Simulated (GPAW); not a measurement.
**CdTe in GPAW: convergence with k mesh**

Input of the first run (k mesh 2 × 2 × 2); the others differ in this setting and in those tied to it:

run.py

```python
import numpy as np
from ase.dft.bandgap import bandgap
from ase.io import write
from ase.spacegroup import crystal
from ase.units import Ha
from gpaw import GPAW, PW
from gpaw.hybrids.energy import non_self_consistent_energy
from gpaw.new.pw.nschse import non_self_consistent_matrix_elements

# Te 4c
# Cd 4a
atoms = crystal(['Te', 'Cd'],
                basis=[[0.25, 0.25, 0.25],
                       [0.0, 0.0, 0.0]],
                spacegroup=216, setting=1,  # F-43m
                cellpar=[6.41, 6.41, 6.41, 90.0, 90.0, 90.0],
                primitive_cell=True)

calc = GPAW(mode=PW(400),
            xc='MGGA_X_R2SCAN+MGGA_C_R2SCAN',
            kpts={'size': (2, 2, 2), 'gamma': True},
            occupations={'name': 'fermi-dirac', 'width': 0.001},
            nbands=18,
            convergence={'density': 1e-06, 'bands': 16},
            maxiter=150,
            txt='gpaw.txt')
atoms.calc = calc
energy = atoms.get_potential_energy()
calc.write('gs.gpw')
write('result.traj', atoms)
print(f'Energy: {energy:.6f} eV')
print('Fermi level:', round(calc.get_fermi_level(), 4), 'eV')
print(f'Gap: {bandgap(calc)[0]:.4f} eV, direct: {bandgap(calc, direct=True)[0]:.4f} eV')

calc.write('wfs.gpw', mode='all')
eps = calc.eigenvalues()
free = calc.get_potential_energy(force_consistent=True)
semilocal_x = free + calc.get_xc_difference('MGGA_X_R2SCAN')  # without correlation
exact_x = non_self_consistent_energy(calc, 'EXX').sum()
h_x = non_self_consistent_matrix_elements(GPAW('wfs.gpw').dft, 'MGGA_X_R2SCAN')
h_exx = non_self_consistent_matrix_elements(GPAW('wfs.gpw').dft, 'EXX')
shift = np.einsum('sknn->skn', h_exx - h_x).real * Ha
np.savetxt('shift.dat', shift[..., :16].reshape((-1, 16)), fmt='%.4f')
occupied = eps < calc.get_fermi_level()
for name, a in {'r2SCAN0': 0.25, 'r2SCANh': 0.1, 'r2SCAN50': 0.5}.items():
    levels = (eps + a * shift)[..., :16]
    gap = levels[~occupied[..., :16]].min() - levels[occupied[..., :16]].max()
    print(f'{name}: share {a}, energy {free + a * (exact_x - semilocal_x):.6f} eV, gap {gap:.4f} eV')
```

Potentials or basis: GPAW PAW data sets (gpaw-data 1.2.1), pw.

Launch:

```bash
$ OMP_NUM_THREADS=1 python run.py
```

Hardware: 1 thread of Arm Neoverse V1, on a shared host.

**Question.** The values tried are 2 × 2 × 2, 3 × 3 × 3, 4 × 4 × 4, 5 × 5 × 5, 6 × 6 × 6, loosest first. From which on does the gap on the mesh stay within 0.01 eV of the tightest run that finished?

**Answer.** From 4 × 4 × 4 on.

| k mesh | energy less the tightest run, at zero smearing (meV/atom) | gap on the mesh (eV) | SCF cycles | CPU time (s) | peak memory (GiB) |
| --- | --- | --- | --- | --- | --- |
| 2 × 2 × 2 | 633.57 | 1.266 | 14 | 16 | 0.42 |
| 3 × 3 × 3 | 117.87 | 1.337 | 12 | 31 | 0.42 |
| 4 × 4 × 4 | 25.38 | 1.356 | 13 | 110 | 0.52 |
| 5 × 5 × 5 | 5.68 | 1.362 | 12 | 250 | 0.55 |
| 6 × 6 × 6 | 0.00 | 1.364 | 12 | 660 | 0.76 |

Not settled before the last step: the energy (to 1 meV/atom). Meshes of other sizes hit other points, so gaps and Fermi surfaces needn't settle smoothly. The tightest run that finished is the yardstick and may itself not be fully converged.

Caveat, for the tightest run too: energy and the plain gap are those of the semilocal run; the hybrids' values are one shot on its orbitals and mesh; spin-orbit coupling is left out, which moves the levels of the heavy elements.
